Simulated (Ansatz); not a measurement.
# GaAs (Fm-3m) in Ansatz: equation of state

How stiff is GaAs in PBE, and what volume does it want? The cell is scaled to several volumes.

All numbers are computed with Ansatz 0.2.0; they aren't measurements. Logs are shortened: lines on timing, memory, paths and dates and some standing lists are left out, and cuts for length are marked.

## Step 1: Starting point

It takes space group Fm-3m (No. 225, cubic). The conventional cell has a = 5.392 Å, b = 5.392 Å, c = 5.392 Å, α = 90.00°, β = 90.00°, γ = 90.00°. Around Ga (site symmetry m-3m) lie 6 As at 2.70 Å. As (site symmetry m-3m) has 6 Ga at 2.70 Å as nearest neighbours.

The cell was built by a generator and needn't be a form met in nature.

## Step 2: Single point, PBE, 18.42 Å³/atom (volume scaled by 0.94)

Contents of input.yaml:

```yaml
crystal:
  lattice:
    - [0.0, 2.6408563946, 2.6408563946]
    - [2.6408563946, 0.0, 2.6408563946]
    - [2.6408563946, 2.6408563946, 0.0]
  atoms:
    - { symbol: Ga, position: [0.0, 0.0, 0.0] }
    - { symbol: As, position: [0.5, 0.5, 0.5] }
hamiltonian:
  xc: pbe
  pseudopotentials: { kind: paw }
kpoints:
  mp_grid: { grid: [9, 9, 9] }
scf:
  occupations: { method: fermi_dirac, width: 0.05 }
output:
  forces: true
  stress: true
  eigenvalues: true
```

Potentials or basis: Ansatz PAW.

Started as:

```sh
> ansatz run input.yaml --threads 2 --pin off --max-ram 5632MiB --backend cpu --events-out ev --progress --plain --runs-dir out
```

Standard output:

```text
Warning: RAYON_NUM_THREADS=2 ignored (pool sized by the plan → 2); use --threads N
Engine: ansatz 0.2.0, aarch64-unknown-linux-gnu
Pseudopotentials: kind: paw
Pseudopotential: Ga, paw, valence charge 13, recommended cutoff 420 eV (normal), Ga.paw.azcp
Pseudopotential: As, paw, valence charge 15, recommended cutoff 420 eV (normal), As.paw.azcp
Functional definition: PBE
  parameter kappa = 0.804
  parameter beta = 0.06672455060314922
  exchange = pbe_x(kappa = kappa, mu = beta*pi^2/3)
  correlation = pbe_c(beta = beta)
Crystal: 2 atoms, lattice volume = 36.835 Å³
Basis set: ecut = 420 eV, 725 PW (Γ), exchange–correlation on 50×50×50 points (8 copies of the dense FFT grid, shifted against one another)
Bands: 18, of which v1, the nominal top of the filled ones, is band 14 counted from 1 (13 counted from 0)
Symmetry: 48 space group operations
Space group: Fm-3m (ITA 225), of the structure as read, at distance tolerance 3.3e-5 Å
k-points: 35 of 729
Non-local potential: Ga, projectors of the file, l = 0: 2, l = 1: 2, l = 2: 3, l = 3: 1
Non-local potential: As, projectors of the file, l = 0: 2, l = 1: 2, l = 2: 3, l = 3: 1
PAW form: soft (Blöchl's): semilocal exchange-correlation on the pseudo side does not see the compensation charge
PAW one-centre angular grid: Ga, 590 points (default); XC on 64 Gauss nodes
PAW one-centre angular grid: As, 590 points (default); XC on 64 Gauss nodes
Initial density: superposition of atomic densities (neutral atoms: chi_scale 0, normalization atom), corrected by the library's trained network
Initial wavefunctions: pseudopotential atomic-orbital guess
Functional: x = pbe(κ = 0.804, μ = 0.2195149727645171), c = pbe(β = 0.06672455060314922)
SCF iter   1: F=—  HF=-8639.181580 eV  |F-HF|=—  |Δ(HF+E_count)|=         —  Δρ=2.23e-3  dr2=2.52e-3  ethr=1.77e-3  ⟨swp⟩=5.6  Hψ=2814  notcnv=0
preconditioner: auto → Kerker (q_TF=auto, 2.606 Å⁻¹)  [metal: Δε(μ)=0.041 eV  Ē_g=15.732 eV  σ=0.050 eV  W_gap=0.20  n_scr=14 (ndim 8)  ℏωp=26.0 eV  f_vac=0.000  D(μ)=1.45/eV (n_scr^D=14)]
SCF iter   2: F=—  HF=-8639.180883 eV  |F-HF|=—  |Δ(HF+E_count)|=   6.98e-4  Δρ=1.59e-3  dr2=8.91e-4  ethr=8.99e-6  ⟨swp⟩=2.3  Hψ=1147  notcnv=0
SCF iter   3: F=—  HF=-8639.180927 eV  |F-HF|=—  |Δ(HF+E_count)|=   4.44e-5  Δρ=8.27e-4  dr2=2.10e-4  ethr=3.18e-6  ⟨swp⟩=2.0  Hψ=913  notcnv=0
SCF iter   4: F=—  HF=-8639.180734 eV  |F-HF|=—  |Δ(HF+E_count)|=   1.93e-4  Δρ=3.78e-4  dr2=2.25e-5  ethr=7.51e-7  ⟨swp⟩=2.0  Hψ=944  notcnv=0
SCF iter   5: F=—  HF=-8639.180732 eV  |F-HF|=—  |Δ(HF+E_count)|=   1.90e-6  Δρ=1.11e-4  dr2=5.02e-6  ethr=8.04e-8  ⟨swp⟩=2.0  Hψ=911  notcnv=0
SCF iter   6: F=—  HF=-8639.180732 eV  |F-HF|=—  |Δ(HF+E_count)|=   1.36e-7  Δρ=3.13e-5  dr2=4.71e-7  ethr=1.79e-8  ⟨swp⟩=2.1  Hψ=989  notcnv=0
SCF iter   7: F=—  HF=-8639.180732 eV  |F-HF|=—  |Δ(HF+E_count)|=   1.09e-7  Δρ=3.33e-5  dr2=2.22e-7  ethr=3.57e-10  ⟨swp⟩=5.4  Hψ=2877  notcnv=0
SCF iter   8: F=-8639.180732 eV  HF=-8639.180732 eV  |F-HF|=3.31e-8  |Δ(HF+E_count)|=   1.08e-7  Δρ=9.84e-6  dr2=1.78e-8  ethr=3.57e-10  ⟨swp⟩=3.0  Hψ=2523  notcnv=0
SCF 1 converged in 8 iterations: F = -8639.180732 eV  dr2 = 1.78e-8
SCF converged after 8 iterations
Free energy (F): -8639.180732 eV
Harris-Foulkes:  -8639.180732 eV  (|F-HF|=3.31e-8)
Internal energy: -8639.169846 eV  (E = F + TS)
E sigma→0 (E₀):  -8639.175289 eV
Entropy (-TS):   -0.010886 eV (-5.443 meV/atom)
Fermi energy:    11.101824 eV
--- Per-component energies (eV) ---
  E_band       = -234.812486
  E_kinetic    = 219.507659
  E_local      = -3304.595322  (includes V_loc(G=0)·N_el)
  E_nonlocal   = -246.423844
  E_hartree    = 1706.288406
  E_xc         = -149.015717
  E_vxc        = -138.174769  (∫ρ·V_xc dr)
  E_paw        = -3823.131465  (= ΣΔE_a)
  E_vpaw       = -177.711068  (= ΣTr[D̂ρ^β])
  E_aug_tail   = -0.000101  (compensation charges beyond the density's cutoff)
  E_ewald      = -3041.799463
  E_smearing   = -0.010886  (= −TS)
  E_closure    = -0.000000  (closes the sum)
  Σ components = -8639.180732   (vs F -8639.180732, Δ=0.00e0)
--- Forces (eV/Å), atoms counted from 1 ---
  atom   1  Ga    -0.00000000     0.00000000     0.00000000
  atom   2  As     0.00000000    -0.00000000    -0.00000000
  max |Σ_I F_I| component: 7.23e-31 eV/Å
--- Stress (GPa, compression-positive) ---
        5.005241      -0.000000      -0.000000
       -0.000000       5.005241      -0.000000
        0.000000      -0.000000       5.005241
  P = ⅓ Tr σ = 5.0052 GPa (50.052 kbar)
--- Band table (eV; the first three rows and the last of 35) ---
  k-point 0: bands = ["-24.3128", "-24.3128", "-24.3047", "-24.3047", "-24.3047", "-3.7417", "-3.7417", "-3.7216", "-3.7216", "-3.7216", "-2.4836", "11.1274", "11.1274", "11.1274", "11.5129", "18.4506", "18.4506", "18.4506"]
  k-point 1: bands = ["-24.3128", "-24.3128", "-24.3046", "-24.3044", "-24.3044", "-3.7456", "-3.7456", "-3.7223", "-3.7181", "-3.7181", "-2.3086", "9.1411", "11.1145", "11.1145", "13.0605", "17.7508", "17.7672", "17.7672"]
  k-point 2: bands = ["-24.3127", "-24.3127", "-24.3043", "-24.3037", "-24.3037", "-3.7572", "-3.7572", "-3.7252", "-3.7076", "-3.7076", "-1.7941", "6.9109", "11.1182", "11.1182", "13.8714", "16.1874", "16.1874", "16.9302"]
  k-point 34: bands = ["-24.3138", "-24.3117", "-24.3038", "-24.3028", "-24.3007", "-3.8921", "-3.7521", "-3.7187", "-3.7047", "-3.6703", "1.0295", "4.9481", "6.7478", "6.8025", "13.3463", "15.5048", "18.1372", "19.8449"]
```

Wall time 1.1 s (2 threads of Arm Neoverse V1, shared host); peak memory 0.31 GiB.

What came out:

```yaml
Free_energy: -8639.1807 eV
Pressure: 5.0 GPa
Band_gap_on_the_k_mesh: none (metal or under the smearing width)
```

## Step 3: Single point, PBE, 18.81 Å³/atom (volume scaled by 0.96)

input.yaml, as its differences from that of step 2:

```diff
@@ -2,5 +2,5 @@
   lattice:
-    - [0.0, 2.6408563946, 2.6408563946]
-    - [2.6408563946, 0.0, 2.6408563946]
-    - [2.6408563946, 2.6408563946, 0.0]
+    - [0.0, 2.6594545876, 2.6594545876]
+    - [2.6594545876, 0.0, 2.6594545876]
+    - [2.6594545876, 2.6594545876, 0.0]
   atoms:
```

Potentials or basis: Ansatz PAW.

Started as:

```sh
> ansatz run input.yaml --threads 2 --pin off --max-ram 5632MiB --backend cpu --events-out ev --progress --plain --runs-dir out
```

Run time: 1 s. Hardware: 2 threads of Arm Neoverse V1, shared host; peak memory 0.31 GiB.

The run converged. Its results:

```
Free energy            : -8639.2005 eV
Pressure               : 3.1 GPa
Band gap on the k mesh : none (metal or under the smearing width)
```

## Step 4: Single point, PBE, 19.20 Å³/atom (volume scaled by 0.98)

input.yaml, as its differences from that of step 3:

```diff
@@ -2,5 +2,5 @@
   lattice:
-    - [0.0, 2.6594545876, 2.6594545876]
-    - [2.6594545876, 0.0, 2.6594545876]
-    - [2.6594545876, 2.6594545876, 0.0]
+    - [0.0, 2.6777962333, 2.6777962333]
+    - [2.6777962333, 0.0, 2.6777962333]
+    - [2.6777962333, 2.6777962333, 0.0]
   atoms:
```

Started as:

```sh
> ansatz run input.yaml --threads 2 --pin off --max-ram 5632MiB --backend cpu --events-out ev --progress --plain --runs-dir out
```

Wall time 1 s (2 threads of Arm Neoverse V1, shared host); peak memory 0.31 GiB.

It converged, with:

```
Free energy            : -8639.2116 eV
Pressure               : 1.5 GPa
Band gap on the k mesh : none (metal or under the smearing width)
```

## Step 5: Single point, PBE, 19.59 Å³/atom

input.yaml, as its differences from that of step 4:

```diff
@@ -2,5 +2,5 @@
   lattice:
-    - [0.0, 2.6777962333, 2.6777962333]
-    - [2.6777962333, 0.0, 2.6777962333]
-    - [2.6777962333, 2.6777962333, 0.0]
+    - [0.0, 2.69589, 2.69589]
+    - [2.69589, 0.0, 2.69589]
+    - [2.69589, 2.69589, 0.0]
   atoms:
```

Started as:

```sh
> ansatz run input.yaml --threads 2 --pin off --max-ram 5632MiB --backend cpu --events-out ev --progress --plain --runs-dir out
```

Wall time 1.6 s (2 threads of Arm Neoverse V1, shared host); peak memory 0.31 GiB.

Results (log left out):

| Property | Result |
| --- | --- |
| Free energy | -8639.2152 eV |
| Pressure | 0.0 GPa |
| Band gap on the k mesh | none (metal or under the smearing width) |

## Step 6: Single point, PBE, 19.99 Å³/atom (volume scaled by 1.02)

input.yaml, as its differences from that of step 5:

```diff
@@ -2,5 +2,5 @@
   lattice:
-    - [0.0, 2.69589, 2.69589]
-    - [2.69589, 0.0, 2.69589]
-    - [2.69589, 2.69589, 0.0]
+    - [0.0, 2.7137440965, 2.7137440965]
+    - [2.7137440965, 0.0, 2.7137440965]
+    - [2.7137440965, 2.7137440965, 0.0]
   atoms:
```

Potentials or basis: Ansatz PAW.

Started as:

```sh
> ansatz run input.yaml --threads 2 --pin off --max-ram 5632MiB --backend cpu --events-out ev --progress --plain --runs-dir out
```

Run time: 1 s. Hardware: 2 threads of Arm Neoverse V1, shared host; peak memory 0.32 GiB.

Results (log left out):

* Free energy: -8639.2119 eV
* Pressure: -1.3 GPa
* Band gap on the k mesh: none (metal or under the smearing width)

## Step 7: Single point, PBE, 20.38 Å³/atom (volume scaled by 1.04)

input.yaml, as its differences from that of step 6:

```diff
@@ -2,5 +2,5 @@
   lattice:
-    - [0.0, 2.7137440965, 2.7137440965]
-    - [2.7137440965, 0.0, 2.7137440965]
-    - [2.7137440965, 2.7137440965, 0.0]
+    - [0.0, 2.7313663052, 2.7313663052]
+    - [2.7313663052, 0.0, 2.7313663052]
+    - [2.7313663052, 2.7313663052, 0.0]
   atoms:
```

Started as:

```sh
> ansatz run input.yaml --threads 2 --pin off --max-ram 5632MiB --backend cpu --events-out ev --progress --plain --runs-dir out
```

Run time: 1.1 s. Hardware: 2 threads of Arm Neoverse V1, shared host; peak memory 0.32 GiB.

It converged, with:

```
Free energy            : -8639.2025 eV
Pressure               : -2.5 GPa
Band gap on the k mesh : none (metal or under the smearing width)
```

## Step 8: Single point, PBE, 20.77 Å³/atom (volume scaled by 1.06)

input.yaml, as its differences from that of step 7:

```diff
@@ -2,5 +2,5 @@
   lattice:
-    - [0.0, 2.7313663052, 2.7313663052]
-    - [2.7313663052, 0.0, 2.7313663052]
-    - [2.7313663052, 2.7313663052, 0.0]
+    - [0.0, 2.7487640118, 2.7487640118]
+    - [2.7487640118, 0.0, 2.7487640118]
+    - [2.7487640118, 2.7487640118, 0.0]
   atoms:
@@ -19 +19,5 @@
   eigenvalues: true
+  write_density: true
+  write_potential: true
+  elf: true
+  volumetric_format: npy
```

Started as:

```sh
> ansatz run input.yaml --threads 2 --pin off --max-ram 5632MiB --backend cpu --events-out ev --progress --plain --runs-dir out
```

Run time: 1.4 s. Hardware: 2 threads of Arm Neoverse V1, shared host; peak memory 0.33 GiB.

It converged, with:

- Free energy: -8639.1876 eV
- Pressure: -3.6 GPa
- Band gap on the k mesh: none (metal or under the smearing width)

## Step 9: Equation of state, PBE

Potentials or basis: Ansatz PAW.

This step only gathers the single runs of the series.

What came out:

```yaml
Equilibrium_volume: 19.59 Å³/atom
Bulk_modulus: 70 GPa
Pressure_derivative_of_the_bulk_modulus: "4.4 (rough: it moves with the points fitted)"
```

Energy against volume, from the lowest point:
| volume (Å³/atom) | energy (meV/atom) |
| --- | --- |
| 18.418 | 17.22 |
| 18.810 | 7.34 |
| 19.201 | 1.79 |
| 19.593 | 0.00 |
| 19.985 | 1.61 |
| 20.377 | 6.33 |
| 20.769 | 13.80 |
